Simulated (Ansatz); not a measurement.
System: cubic perovskite LaAlO3 (cubic high-temperature phase). Method: r²SCAN+rVV10 (plane waves, PAW; Ansatz, a first-principles code).

Run with plane-wave cutoff 500 eV, 8×8×8 k mesh, gaussian smearing 0.02 eV, scalar-relativistic PAW data made under PBE.

Computed at the level's own relaxed cell.

Give the computed volume per atom, equilibrium lattice constant a and band gap.


- volume per atom: 10.78 Å³/atom
- equilibrium lattice constant a: 3.778 Å
- band gap: 3.99 eV (on the SCF k mesh)

Note: the relaxation could not lower the start's symmetry, so the cell can be a saddle point above a distorted one.

Spin–orbit coupling is not included.
